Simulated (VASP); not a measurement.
# Na: convergence, equation of state

Na, Im-3m (no. 229), 1 atom in the cell. PBE; PAW potentials Na_pv (PBE set). VASP 6.6.1.

Wanted: equilibrium volume within 0.2 %; bulk modulus within 1 %.

What the run is for: equation of state; Accuracy asked: standard.

The series start from Plane-wave cutoff (eV): 340; Smearing width (eV): 0.07; k-point mesh: 12 × 12 × 12; Volumes: 5 from 0.92 to 1.08; Precision mode (PREC): Accurate; Electronic threshold (eV): 1e-6; Aspherical gradient terms in the spheres (LASPH): yes; Start of each volume: each volume from scratch. Each series keeps the choices made before it, and each single choice may use up half of a tolerance. Times cover all steps of a run.

## Plane-wave cutoff (eV)

| Plane-wave cutoff (eV) | Equilibrium volume (Å³/atom) | Bulk modulus (GPa) | Time (s) |
|---|---|---|---|
| 210 | 36.78 | 12.11 | 16 |
| 260 | 37.09 | 8.159 | 18 |
| 300 | 36.95 | 7.589 | 19 |
| 340 | 36.95 | 7.551 | 20 |
| 390 | 36.94 | 7.521 | 24 |
| 460 | 37 | 7.909 | 42 |
| 550 | 37.02 | 7.826 | 50 |
| 690 (reference) | 37.01 | 7.675 | 51 |

Chosen: 690; the next looser run is off by more than half of the tolerance, so convergence isn't shown beyond this value.

## Smearing width (eV)

| Smearing width (eV) | Equilibrium volume (Å³/atom) | Bulk modulus (GPa) | Time (s) |
|---|---|---|---|
| 0.3 | 37.01 | 7.68 | 53 |
| 0.2 | 37.01 | 7.674 | 54 |
| 0.15 | 37.01 | 7.673 | 52 |
| 0.1 | 37.01 | 7.673 | 58 |
| 0.07 | 37.01 | 7.675 | 51 |
| 0.04 (reference) | 37.01 | 7.674 | 63 |

Chosen: 0.3, the loosest value from which every tighter one stays within half of the tolerance.

## k-point mesh

| k-point mesh | Equilibrium volume (Å³/atom) | Bulk modulus (GPa) | Time (s) |
|---|---|---|---|
| 4 × 4 × 4 | 38.57 | 7.046 | 16 |
| 5 × 5 × 5 | 37.09 | 7.652 | 18 |
| 6 × 6 × 6 | 37.46 | 7.481 | 22 |
| 8 × 8 × 8 | 37.12 | 7.637 | 32 |
| 10 × 10 × 10 | 37.04 | 7.641 | 45 |
| 12 × 12 × 12 | 37.01 | 7.68 | 53 |
| 14 × 14 × 14 (reference) | 36.96 | 7.689 | 74 |

Chosen: 14 × 14 × 14; the next looser run is off by more than half of the tolerance, so convergence isn't shown beyond this value.

## Volumes

| Volumes | Equilibrium volume (Å³/atom) | Bulk modulus (GPa) | Time (s) |
|---|---|---|---|
| 5 from 0.88 to 1.12 | 36.97 | 7.768 | 72 |
| 5 from 0.92 to 1.08 | 36.96 | 7.689 | 74 |
| 7 from 0.91 to 1.09 (reference) | 36.96 | 7.73 | 89 |

Chosen: 7 from 0.91 to 1.09; the one before it in the list is off by more than half of the tolerance.

## Precision mode (PREC)

| Precision mode (PREC) | Equilibrium volume (Å³/atom) | Bulk modulus (GPa) | Time (s) |
|---|---|---|---|
| SingleN | 37.1 | 7.689 | 50 |
| Normal | 36.95 | 7.528 | 54 |
| Accurate (reference) | 36.96 | 7.73 | 89 |

Chosen: Accurate; the one before it in the list is off by more than half of the tolerance.

## Electronic threshold (eV)

| Electronic threshold (eV) | Equilibrium volume (Å³/atom) | Bulk modulus (GPa) | Time (s) |
|---|---|---|---|
| 0.001 | 36.93 | 7.739 | 64 |
| 0.0001 | 36.96 | 7.818 | 81 |
| 1e-5 | 36.96 | 7.73 | 86 |
| 1e-6 | 36.96 | 7.73 | 89 |
| 1e-7 (reference) | 36.96 | 7.73 | 114 |

Chosen: 1e-5.

## Aspherical gradient terms in the spheres (LASPH)

| Aspherical gradient terms in the spheres (LASPH) | Equilibrium volume (Å³/atom) | Bulk modulus (GPa) | Time (s) |
|---|---|---|---|
| no | 36.96 | 7.73 | 86 |
| yes (reference) | 36.96 | 7.73 | 86 |

Chosen: no.

## Start of each volume

| Start of each volume | Equilibrium volume (Å³/atom) | Bulk modulus (GPa) | Time (s) |
|---|---|---|---|
| each volume from scratch | 36.96 | 7.73 | 86 |
| orbitals of the volume before (WAVECAR) | 36.96 | 7.73 | 58 |

Chosen: orbitals of the volume before (WAVECAR), the fastest of those that stay within half of the tolerance.

## All choices together

| Input | Equilibrium volume (Å³/atom) | Bulk modulus (GPa) | Time (s) |
|---|---|---|---|
| the program's defaults (naive) | no result | no result | 3.7 |
| chosen settings | 36.96 | 7.73 | 58 |
| reference settings throughout | 36.99 | 7.716 | 109 |

The chosen settings stay within the tolerance of the reference run, but the reference itself isn't shown to be converged in: Plane-wave cutoff (eV), k-point mesh.

## The input

INCAR:
```
SYSTEM = Na
GGA      = PE             ! functional
ISMEAR   = 0              ! smearing method
SIGMA    = 0.3            ! smearing width, eV
LWAVE    = .TRUE.         ! write WAVECAR
LCHARG   = .FALSE.        ! write CHGCAR
ISIF     = 2              ! what is computed and relaxed
NSW      = 0              ! ionic steps
PREC     = Accurate       ! precision mode
LASPH    = .FALSE.        ! aspherical terms in the spheres
LREAL    = .FALSE.        ! projectors in reciprocal space
ALGO     = Normal         ! electronic algorithm
EDIFF    = 1E-5           ! SCF threshold, eV
NELM     = 120            ! most SCF steps
GGA_COMPAT= .FALSE.      
ENCUT    = 690            ! plane-wave cutoff, eV
```

KPOINTS:
```
Automatic mesh
0
Gamma
  14 14 14
  0 0 0
```

POSCAR.step1:
```
Na
1.0
   -2.0747405640      2.0747405640      2.0747405640
    2.0747405640     -2.0747405640      2.0747405640
    2.0747405640      2.0747405640     -2.0747405640
Na
1
Direct
    0.0000000000      0.0000000000      0.0000000000
```

POSCAR.step2:
```
Na
1.0
   -2.0972938588      2.0972938588      2.0972938588
    2.0972938588     -2.0972938588      2.0972938588
    2.0972938588      2.0972938588     -2.0972938588
Na
1
Direct
    0.0000000000      0.0000000000      0.0000000000
```

POSCAR.step3:
```
Na
1.0
   -2.1193722587      2.1193722587      2.1193722587
    2.1193722587     -2.1193722587      2.1193722587
    2.1193722587      2.1193722587     -2.1193722587
Na
1
Direct
    0.0000000000      0.0000000000      0.0000000000
```

POSCAR.step4:
```
Na
1.0
   -2.1410000000      2.1410000000      2.1410000000
    2.1410000000     -2.1410000000      2.1410000000
    2.1410000000      2.1410000000     -2.1410000000
Na
1
Direct
    0.0000000000      0.0000000000      0.0000000000
```

POSCAR.step5:
```
Na
1.0
   -2.1621993985      2.1621993985      2.1621993985
    2.1621993985     -2.1621993985      2.1621993985
    2.1621993985      2.1621993985     -2.1621993985
Na
1
Direct
    0.0000000000      0.0000000000      0.0000000000
```

POSCAR.step6:
```
Na
1.0
   -2.1829910528      2.1829910528      2.1829910528
    2.1829910528     -2.1829910528      2.1829910528
    2.1829910528      2.1829910528     -2.1829910528
Na
1
Direct
    0.0000000000      0.0000000000      0.0000000000
```

POSCAR.step7:
```
Na
1.0
   -2.2033940209      2.2033940209      2.2033940209
    2.2033940209     -2.2033940209      2.2033940209
    2.2033940209      2.2033940209     -2.2033940209
Na
1
Direct
    0.0000000000      0.0000000000      0.0000000000
```

Commands (each step's output is kept before the next begins):
```
cat potpaw_PBE.64/Na_pv/POTCAR > POTCAR
cp POSCAR.step1 POSCAR
mpirun -np 1 vasp_std > vasp.out
cp POSCAR.step2 POSCAR
mpirun -np 1 vasp_std > vasp.out
cp POSCAR.step3 POSCAR
mpirun -np 1 vasp_std > vasp.out
cp POSCAR.step4 POSCAR
mpirun -np 1 vasp_std > vasp.out
cp POSCAR.step5 POSCAR
mpirun -np 1 vasp_std > vasp.out
cp POSCAR.step6 POSCAR
mpirun -np 1 vasp_std > vasp.out
cp POSCAR.step7 POSCAR
mpirun -np 1 vasp_std > vasp.out
```

The chosen input took VASP 6.6.1 58 s on 1 core (Intel Xeon Platinum 8259CL @ 2.50GHz (Skylake/Cascade Lake)), a shared host.

## An input that fails: cutoff far too low

It runs to its end, but against the unchanged starting input it is off by 3.1 % in the equilibrium volume, 242 % in the bulk modulus.

Changes against the starting input:
```
(all steps)
- PREC = Accurate
- NELM = 120
- ENCUT = 340
+ PREC = Low
+ NELM = 51
+ ENCUT = 160
```
